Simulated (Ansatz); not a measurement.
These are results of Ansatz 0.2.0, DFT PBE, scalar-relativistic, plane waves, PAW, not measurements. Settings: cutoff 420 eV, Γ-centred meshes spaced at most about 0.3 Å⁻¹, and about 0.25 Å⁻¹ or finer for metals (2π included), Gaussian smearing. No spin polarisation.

These are static total energies at zero pressure.

**Question.** Order these relaxed structures of LiCl₂ by energy, lowest first, with the energy over the lowest of them.
A.

```cif
data_structure
_symmetry_space_group_name_H-M 'P6/mmm'
_symmetry_Int_Tables_number 191
_cell_length_a 4.7789
_cell_length_b 4.7789
_cell_length_c 3.6093
_cell_angle_alpha 90.000
_cell_angle_beta 90.000
_cell_angle_gamma 120.000
_cell_volume 71.39
loop_
_atom_site_label
_atom_site_type_symbol
_atom_site_symmetry_multiplicity
_atom_site_Wyckoff_symbol
_atom_site_fract_x
_atom_site_fract_y
_atom_site_fract_z
_atom_site_occupancy
Li1 Li 1 a 0.00000 0.00000 0.00000 1
Cl1 Cl 2 d 0.33333 0.66667 0.50000 1
```

B.

```cif
data_structure
_symmetry_space_group_name_H-M 'P4_2/mmc'
_symmetry_Int_Tables_number 131
_cell_length_a 4.9919
_cell_length_b 4.9919
_cell_length_c 12.3093
_cell_angle_alpha 90.000
_cell_angle_beta 90.000
_cell_angle_gamma 90.000
_cell_volume 306.74
loop_
_atom_site_label
_atom_site_type_symbol
_atom_site_symmetry_multiplicity
_atom_site_Wyckoff_symbol
_atom_site_fract_x
_atom_site_fract_y
_atom_site_fract_z
_atom_site_occupancy
Li1 Li 2 b 0.50000 0.50000 0.00000 1
Cl1 Cl 4 j 0.24943 0.00000 0.00000 1
```

C.

```cif
data_structure
_symmetry_space_group_name_H-M 'P6_422'
_symmetry_Int_Tables_number 181
_cell_length_a 7.1333
_cell_length_b 7.1333
_cell_length_c 4.5608
_cell_angle_alpha 90.000
_cell_angle_beta 90.000
_cell_angle_gamma 120.000
_cell_volume 200.98
loop_
_atom_site_label
_atom_site_type_symbol
_atom_site_symmetry_multiplicity
_atom_site_Wyckoff_symbol
_atom_site_fract_x
_atom_site_fract_y
_atom_site_fract_z
_atom_site_occupancy
Li1 Li 3 c 0.50000 0.00000 0.00000 1
Cl1 Cl 6 i 0.18832 0.37664 0.00000 1
```

**Answer.** C (0 meV/atom), B (128 meV/atom), A (352 meV/atom). Forms: C P6_422; B P4_2/mmc; A P6/mmm. Counting Cl atoms around Li (those within 1.25 times the shortest such distance or 1.15 times the sum of covalent radii; the shortest distance is added where it is long for a bond): C has Li 4; B has Li 4 from 2.8 Å; A has Li 12 from 3.3 Å. All come from invented guesses. The lowest form computed isn't among them: it has space group P3_121 (No. 152), 23.3 Å³/atom and lies 166 meV/atom below the best shown.

No dispersion correction is applied, so the spacing and binding between layers, chains or molecules are poorly described (P4_2/mmc, P6/mmm), and this can change margins and order among such cells. In P6_422, P6/mmm an odd number of electrons in the primitive cell allows no gap without spin; a larger cell or a magnetic state could open one. A magnetic state wasn't ruled out in cells without spin, among them P6_422, P4_2/mmc, P6/mmm. Cells relaxed within their symmetry can be saddle points. Some structure types and database cells were kept out of the candidates from the start, so a known form may be missing.
